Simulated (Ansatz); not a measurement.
# twin(10-13) boundary in hcp Ru with Cu (substitutional): structure and resistance, part 2 of 2

How much does the twin(10-13) boundary in hcp Ru with Cu (substitutional) reflect electrons?

Ansatz 0.2.0; Ansatz plane-wave DFT, PBE, PAW files; relaxation of a bicrystal slab with its lowest layers held; PAW set soft_1 (the session's first sound run).

So far. Step 2 (Relaxing the bicrystal): The largest force component on a free atom ends at 0.018 eV/Å, under the tolerance of 0.03, after 5 steps.

**3. Transmission across the boundary**

Bulk layers of each grain are laid under and over the relaxed boundary, and a lead is named in the middle of each, away from the free faces. The mesh across the current, 8×24, is finer than the density's, because channels open and close sharply across the zone. Energies from -0.1 to 0.1 eV in steps of 0.05 eV are too few for the program's thermal sum, so it prints no conductance; for a metal the transmission near the Fermi level serves, at a fraction of the cost.

This step: Ansatz plane-wave DFT, PBE, PAW files; ballistic transport by layer matching (Landauer), zero bias; boundary relaxed in a short slab, bulk layers laid on; PAW set soft_1 (Ansatz 0.2.0).

System of this step: twin(10-13) boundary in hcp Ru with Cu (substitutional). The cell holds 73 atoms: 72 Ru and 1 Cu. Its edges and angles: a = 8.342 Å, b = 2.706 Å, c = 52.815 Å, α = 90.0°, β = 90.0°, γ = 80.7°. It derives from Ru. Regions: lower grain, 28 atoms (28 Ru); boundary, 21 atoms (20 Ru and 1 Cu); upper grain, 24 atoms (24 Ru). Vacuum lies along c.

Input file input.yaml:

```yaml
crystal:
  lattice:
    - [8.3417110409, 0.0, 0.0]
    - [0.4388400416, 2.669976228, 0.0]
    - [0.0, 0.0, 52.8147687108]
  atoms:
    - { symbol: Ru, position: [4.6263567791, -10.3548450563, 0.0757363915] }
    - { symbol: Ru, position: [4.9237476689, -10.5035405011, 0.094969938] }
    - { symbol: Ru, position: [4.3832258469, -9.7332795902, 0.0988166473] }
    - { symbol: Ru, position: [4.6806167368, -9.881975035, 0.1180501939] }
    - { symbol: Ru, position: [4.1400949148, -9.1117141241, 0.1218969032] }
    - { symbol: Ru, position: [4.4374858046, -9.2604095689, 0.1411304497] }
    - { symbol: Ru, position: [3.8969639826, -8.490148658, 0.144977159] }
    - { symbol: Ru, position: [4.1943548724, -8.6388441028, 0.1642107055] }
    - { symbol: Ru, position: [3.6538330504, -7.8685831919, 0.1680574148] }
    - { symbol: Ru, position: [3.9512239403, -8.0172786368, 0.1872909614] }
    - { symbol: Ru, position: [3.4107021182, -7.2470177258, 0.1911376707] }
    - { symbol: Ru, position: [3.7080930081, -7.3957131707, 0.2103712172] }
    - { symbol: Ru, position: [3.1675711861, -6.6254522598, 0.2142179265] }
    - { symbol: Ru, position: [3.4649620759, -6.7741477046, 0.2334514731] }
    - { symbol: Ru, position: [2.9244402539, -6.0038867937, 0.2372981824] }
    - { symbol: Ru, position: [3.2218311437, -6.1525822385, 0.2565317289] }
    - { symbol: Ru, position: [2.6813093217, -5.3823213276, 0.2603784382] }
    - { symbol: Ru, position: [2.9787002116, -5.5310167724, 0.2796119847] }
    - { symbol: Ru, position: [2.4381783895, -4.7607558615, 0.283458694] }
    - { symbol: Ru, position: [2.7355692794, -4.9094513063, 0.3026922406] }
    - { symbol: Ru, position: [2.1950474574, -4.1391903954, 0.3065389499] }
    - { symbol: Ru, position: [2.4924383472, -4.2878858402, 0.3257724964] }
    - { symbol: Ru, position: [1.9519165252, -3.5176249293, 0.3296192057] }
    - { symbol: Ru, position: [2.249307415, -3.6663203741, 0.3488527522] }
    - { symbol: Ru, position: [1.708785593, -2.8960594632, 0.3526994615] }
    - { symbol: Ru, position: [2.0061764829, -3.0447549081, 0.3719330081] }
    - { symbol: Ru, position: [1.4656546609, -2.2744939971, 0.3757797174] }
    - { symbol: Ru, position: [1.7630455507, -2.423189442, 0.3950132639] }
    - { symbol: Ru, position: [0.2225237287, 0.347071469, 0.3988599732] }
    - { symbol: Ru, position: [0.5199146185, 0.1983760241, 0.4180935197] }
    - { symbol: Ru, position: [0.9777400389, 0.9693125363, 0.421457935] }
    - { symbol: Ru, position: [0.2761433942, 0.8202018698, 0.4405855892] }
    - { symbol: Ru, position: [0.7326534319, 0.5918044342, 0.4455342967] }
    - { symbol: Ru, position: [0.0251542405, 0.4454849449, 0.4643822072] }
    - { symbol: Ru, position: [0.487242731, 0.2141451966, 0.4680975481] }
    - { symbol: Ru, position: [0.795703822, 0.0601865235, 0.4882375366] }
    - { symbol: Ru, position: [0.2429667983, 0.8365715993, 0.4899370137] }
    - { symbol: Cu, position: [0.5471245166, 0.68490962, 0.5113571465] }
    - { symbol: Ru, position: [0.2442254479, 0.8368370009, 0.5330653851] }
    - { symbol: Ru, position: [0.7938232714, 0.0619239659, 0.5348197911] }
    - { symbol: Ru, position: [0.4878634061, 0.2148502393, 0.5545840019] }
    - { symbol: Ru, position: [0.0254371517, 0.4463066812, 0.558343734] }
    - { symbol: Ru, position: [0.7337059592, 0.5922521378, 0.5774774918] }
    - { symbol: Ru, position: [0.2770599388, 0.8205050363, 0.5826445233] }
    - { symbol: Ru, position: [0.9790358697, 0.9696387165, 0.6007428986] }
    - { symbol: Ru, position: [0.5192246953, 0.1997804914, 0.6047721478] }
    - { symbol: Ru, position: [0.2196462582, 0.3492222576, 0.6247165916] }
    - { symbol: Ru, position: [0.7635274263, 0.5775357492, 0.6278165514] }
    - { symbol: Ru, position: [0.4661348516, 0.7263864425, 0.647550979] }
    - { symbol: Ru, position: [2.006657516, -3.0439520926, 0.6511472478] }
    - { symbol: Ru, position: [1.7092666262, -2.8952566478, 0.6703807943] }
    - { symbol: Ru, position: [2.2497884482, -3.6655175587, 0.6742275036] }
    - { symbol: Ru, position: [1.9523975583, -3.5168221139, 0.6934610501] }
    - { symbol: Ru, position: [2.4929193804, -4.2870830248, 0.6973077594] }
    - { symbol: Ru, position: [2.1955284905, -4.13838758, 0.716541306] }
    - { symbol: Ru, position: [2.7360503125, -4.9086484909, 0.7203880153] }
    - { symbol: Ru, position: [2.4386594227, -4.7599530461, 0.7396215618] }
    - { symbol: Ru, position: [2.9791812447, -5.530213957, 0.7434682711] }
    - { symbol: Ru, position: [2.6817903549, -5.3815185121, 0.7627018176] }
    - { symbol: Ru, position: [3.2223121769, -6.1517794231, 0.7665485269] }
    - { symbol: Ru, position: [2.924921287, -6.0030839782, 0.7857820735] }
    - { symbol: Ru, position: [3.465443109, -6.7733448891, 0.7896287828] }
    - { symbol: Ru, position: [3.1680522192, -6.6246494443, 0.8088623293] }
    - { symbol: Ru, position: [3.7085740412, -7.3949103552, 0.8127090386] }
    - { symbol: Ru, position: [3.4111831514, -7.2462149104, 0.8319425852] }
    - { symbol: Ru, position: [3.9517049734, -8.0164758213, 0.8357892945] }
    - { symbol: Ru, position: [3.6543140836, -7.8677803765, 0.855022841] }
    - { symbol: Ru, position: [4.1948359056, -8.6380412874, 0.8588695503] }
    - { symbol: Ru, position: [3.8974450157, -8.4893458426, 0.8781030968] }
    - { symbol: Ru, position: [4.4379668377, -9.2596067535, 0.8819498061] }
    - { symbol: Ru, position: [4.1405759479, -9.1109113087, 0.9011833527] }
    - { symbol: Ru, position: [4.6810977699, -9.8811722196, 0.905030062] }
    - { symbol: Ru, position: [4.3837068801, -9.7324767748, 0.9242636085] }
kpoints:
  mp_grid: { grid: [3, 9, 1] }
hamiltonian:
  xc: pbe
  pseudopotentials: { kind: paw, azcp: { folder: soft_1 } }
scf:
  occupations: { method: fermi_dirac, width: 0.1 }
output:
  transmission:
    leads: [[16, 18], [57, 59]]
    kmesh: [8, 24]
    e_range: [-0.1, 0.1]
    de: 0.05
  write_potential: true
  write_density: true
  volumetric_format: npy
  elf: true
```

Launch:

```sh
> ansatz run input.yaml --threads 4 --pin off --max-ram 15360MiB --backend cpu --events-out ev --progress --plain --runs-dir out
```

Numbers of over 12 decimals in the logs are rounded to 6 here.

Output:

```text
[...]
Crystal: 73 atoms, lattice volume = 1176.300 Å³
Basis set: ecut = 420 eV, 23143 PW (Γ)
Bands: 703, of which v1, the nominal top of the filled ones, is band 586 counted from 1 (585 counted from 0)
Symmetry: 1 space group operations
[...]
k-points: 14 of 27 (time reversal used)
[...]
SCF iter   1: F=—  HF=-429931.062246 eV  |F-HF|=—  |Δ(HF+E_count)|=         —  Δρ=1.47e-1  dr2=4.89e2  ethr=3.10e-3  ⟨swp⟩=6.7  Hψ=34969  notcnv=0
[...]
SCF iter  17: F=-429882.803540 eV  HF=-429882.803540 eV  |F-HF|=2.02e-8  |Δ(HF+E_count)|=   3.73e-9  Δρ=1.66e-6  dr2=3.20e-8  ethr=8.54e-12  ⟨swp⟩=10.3  Hψ=24831  notcnv=0
SCF 1 converged in 17 iterations: F = -429882.803540 eV  dr2 = 3.20e-8
[...]
transmission: 765 of 7644 steps passed
transmission: 1529 of 7644 steps passed
[...]
transmission: 7644 of 7644 steps passed
WARN: The output density's exchange-correlation potential varies sharply where the density is thin. Do not read a vacuum level from v_tot or v_xc, or from such a field of the output density. On a cell that repeats whose density bears no net charge and no dipole along the vacuum's axis use v_es (v_loc + v_h of the components); under efield.dipole_correction with no amplitude use v_es + v_field, which holds any externa [...]
SCF converged after 17 iterations
Free energy (F): -429882.803540 eV
[...]
Internal energy: -429880.612496 eV  (E = F + TS)
E sigma→0 (E₀):  -429881.708018 eV
Entropy (-TS):   -2.191044 eV (-30.014 meV/atom)
Fermi energy:    18.840476 eV
[...]
--- Band table (eV; the first three rows and the last of 14) ---
  k-point 0: bands = [... 582 lower, 18.5756, 18.5984, 18.6469, 18.6827, 18.7159, 18.7317, 18.7397, 18.7464, ... 113 higher]
  k-point 1: bands = [... 582 lower, 18.4240, 18.4649, 18.4813, 18.5253, 18.5497, 18.5998, 18.6086, 18.6433, ... 113 higher]
  k-point 2: bands = [... 582 lower, 18.3080, 18.3160, 18.3541, 18.4010, 18.4279, 18.4681, 18.4990, 18.5140, ... 113 higher]
  k-point 13: bands = [... 582 lower, 18.1725, 18.1876, 18.2175, 18.2269, 18.2372, 18.2728, 18.2871, 18.3367, ... 113 higher]
--- Transmission ---
  basis      : 195 plane waves across, 78 finite elements along
  points     : 98, standing for a mesh of 8 x 24
  energies   : 5 from -0.100000 to 0.100000 eV about the Fermi level, 0.050000 eV apart; the leads are filled to 0.000000 eV, and channels, transmission and decay are at 0.000000 eV
  crystal 0  : Ru4, at the sites [16, 18], period 2.4380 Å, over 18.28 Å; its Hamiltonian steps by up to 16.9 meV
    offset         : up to 0.0000 Å between an atom of the period and one for which it stands
    channels       : 5.083333e0 a spin
    conductance    : none, the energies end too early or step too widely for 300 K: set another output.transmission.e_range or a lower de, or, where they end at an eighth of basis.ecutwfc, a higher one
[...]
channels       : 5.104167e0 a spin
[...]
junction   : crystal 0 to crystal 1, 13.04 to 39.77 Å
    transmission   : 2.400595e0 a spin
[...]
```

The job ended after 80 min (4 threads of Arm Neoverse N1, shared host; peak memory 12 GiB).

This step gave:

- free energy: -429882.8035 eV
- energy at zero smearing: -429881.7080 eV
- Fermi energy: 18.84 eV
- cell area: 22.27 Å²
- transmission per spin nearest the Fermi level: 2.401
- open channels per spin nearest the Fermi level: 5.083
- open channels per spin, upper lead: 5.104
- step of the lead's potential: 16.9 meV
- step of the upper lead's potential: 17.2 meV

Per spin. Table of transmission, zone mean by energy, zero at the Fermi level:

```
energy (eV)  transmission, zone mean
    -0.1000                     2.38
    -0.0500                     2.40
     0.0000                     2.40
     0.0500                     2.41
     0.1000                     2.45
```

Per spin. Open channels, zone mean against energy, zero at the Fermi level:

```
energy (eV)  lead  upper lead
    -0.1000  5.08        5.09
    -0.0500  5.20        5.19
     0.0000  5.08        5.10
     0.0500  4.98        4.99
     0.1000  4.94        4.95
```

Transmission over k1 and k2. At 0.0000 eV from the Fermi level.

Ten even steps from '0' (0.93) to '9' (5.45):
```
35644565
31244754
21121221
21220100
12112321
11111011
22221022
22221022
22231132
33235423
53379853
53789873
53589733
33245323
22311322
22201222
22201222
11101111
11232112
20010221
21221211
34574421
35654465
55655565
```
Columns: k1 (b1) from -0.5 to 0.375; rows upwards: k2 (b2) from -0.5 to 0.458.

Open channels over k1 and k2. At 0.0000 eV from the Fermi level.

Ten even steps from '0' (3.0) to '9' (11.0):
```
12323232
12212312
10011001
10110000
12222222
22211111
22220112
22221122
22223322
22235332
53369863
53789873
53689633
22335322
22233222
22211222
22110222
21111122
12222222
10000110
11001100
12132122
12323232
22522252
```
Columns: k1 (b1) from -0.5 to 0.375; rows upwards: k2 (b2) from -0.5 to 0.458.

Valence density in the ca plane at fractional y = 0.645, with atoms of Ru and Cu within 0.2 Å of it. It is the smooth field of the valence electrons, not physical close to the nuclei.

Ten steps, logarithmic in the rise over the least value, from '0' (0 e/Å³) to '9' (46 e/Å³), each cell a mean:
```
11121100012211123431000000001244311122110011
10011110111111111211000000001122111111110011
10000122111111111111100000011111111111112211
00001245321112321111110000111111233211134531
10001466531125553111110000111112455311146652
11111466531136664100000000010013566421246652
11111345421135653100000000000012566421134531
11001122110113432100001221000001344210112211
00111111100111111000003674100000111110001111
11133311011100000000014996200000000011100123
11356531111100001110013785100111000011111245
11466631011100001111001332100111000011101256
11355521000111111111000010001111111110000145
11123210000122211111111000111111122210000123
11111111000134431112332111232111245421000111
21100111111245531113453112454211245531111110
22100122211134431113553213454211244421122210
22100123211112211012342112343110122211123211
11111112211001111111111000111111111100112211
11111111111100012221100000001122110011111111
11122110111111124431000000001344311111110112
11222110012211124542000000001355311122110012
```
Columns run along c (16.0 Å, from fractional 0.35 to 0.65 of the cell), rows up along a (8.3 Å). Atoms in or near the plane, at fractional coordinates: Ru at (0.40, 0.76), Ru at (0.45, 0.73), Cu at (0.51, 0.55), Ru at (0.58, 0.73), Ru at (0.63, 0.76).

ELF in the ca plane at fractional y = 0.645, with atoms of Ru and Cu within 0.2 Å of it. It is the smooth field of the valence electrons, not physical close to the nuclei.

Ten even steps from '0' (0.08) to '9' (0.62), each cell a mean:
```
33333223224433347864331001233577533344323323
33223333333223333434432111244344334323333333
23333334334333333343322222233433333333434433
33332588733434653343332232233343465334358863
33333799953358985343332333333334799634389995
33333799953369897333333333333335989844489995
33443588743359996223233222333324899734358863
43443344334336774222221111222222576434334443
44333443334432233432211221122334332344433343
33357533433333234433211792123344422333344346
33699953433332233333311351123333322333333379
33798963333333333333421111243333332333233489
43589852323432233333432222344323322343232379
43356533333345433434322332234434345433333345
33333333223368863334663343565333479853322333
43233333223489973336896445897433489963323333
54223235534368852336997445897423378743345522
44233246533334433335775343676333344333346532
23333334333332333344432232244433333234334433
33333443333223334544421111234444333323333343
43344333333323347864321001233588633223333334
33455323224433458984221000223699744345323224
```
Columns run along c (16.0 Å, from fractional 0.35 to 0.65 of the cell), rows up along a (8.3 Å). Atoms in or near the plane, at fractional coordinates: Ru at (0.40, 0.76), Ru at (0.45, 0.73), Cu at (0.51, 0.55), Ru at (0.58, 0.73), Ru at (0.63, 0.76).

Electrostatic potential energy in the ca plane at fractional y = 0.645, with atoms of Ru and Cu within 0.2 Å of it. With pseudopotentials it is smooth inside the atoms' cores, unlike the true potential.

Ten even steps from '0' (-59 eV) to '9' (22 eV), each cell a mean:
```
89888999987789974358999999999633689877899998
89999999998899998789999999999877899988999999
99999987899999999999999999999999999999988789
99999632489987568999999999999999756899962248
99998300169962015999999999999997301489820016
99998300169850003899999999999996100279820016
99999622489951004899999999999997200389862248
99999877899985347999999778999998634799987789
99998999999999889999996325899999988999999998
99854689999999999999984002799999999999999975
98510169999999999999995214899999999999999830
98400058999999999999998667999999999999999720
99610269999999999999999999999999999999999840
99865789999986789999999999989999976789999986
99999999999852258998657998657899731379999999
78999988899730048985215886213799720169988899
67899976689852268985114886203799842379976789
77999975689987789997446898546899977789975689
89999987789999999998889999888999999999987789
99988999999999987789999999999877899999999998
99877899998899973248999999998632589988899997
99866899987789962037999999998511489876899997
```
Columns run along c (16.0 Å, from fractional 0.35 to 0.65 of the cell; values clipped at the 3rd and 97th percentile), rows up along a (8.3 Å). Atoms in or near the plane, at fractional coordinates: Ru at (0.40, 0.76), Ru at (0.45, 0.73), Cu at (0.51, 0.55), Ru at (0.58, 0.73), Ru at (0.63, 0.76).

Over the solved energies the transmission per spin lies between 2.38 and 2.45, out of 5.06 channels of the lead on average (up to 5.20).

**4. Specific resistance**

This step: Ansatz plane-wave DFT, PBE, PAW files; ballistic transport by layer matching (Landauer), zero bias; specific resistance of the boundary; PAW set soft_1 (Ansatz 0.2.0).

This step gave:

- area resistance: 0.6254 fΩ m²
- T over the leads' mean channel count: 0.4760

Averaged over the energies near the Fermi level, 47.6 % of the channels pass, which makes 0.625 fΩ m².

By hand, with T and the leads' channels N averaged over the energies near the Fermi level: RA = A (h/2e²)(1/T − ½[1/N₁ + 1/N₂]) = 22.27×10⁻²⁰ m² × 12 906 Ω × (1/2.409 − ½[1/5.056 + 1/5.064]) = 0.625 fΩ m².

**5. Summary of results**

- specific resistance of the boundary: 0.625 fΩ m²
- share of channels that pass: 0.476

In words: The boundary has a specific resistance of 0.63 fΩ m². The boundary reflects 52 % of the channels; 0.63 fΩ m² is 6.3×10⁻¹² Ω·cm². One Cu in 22.3 Å² of boundary is a high coverage. Each plane of this narrow cell holds one atom, so the solute fills a whole plane. One starting structure was relaxed; another shift or atom count at the boundary may lie lower.

[Logs are printed without paths, hosts, clocks, repeated set-up lines and the standing remarks that a program may print on its own settings, such as how far it seeks lower states.]

[Hosts, paths, dates, database ids (printed as entryN), source tags and the programs' standing remarks are cut or masked in the printed files.]
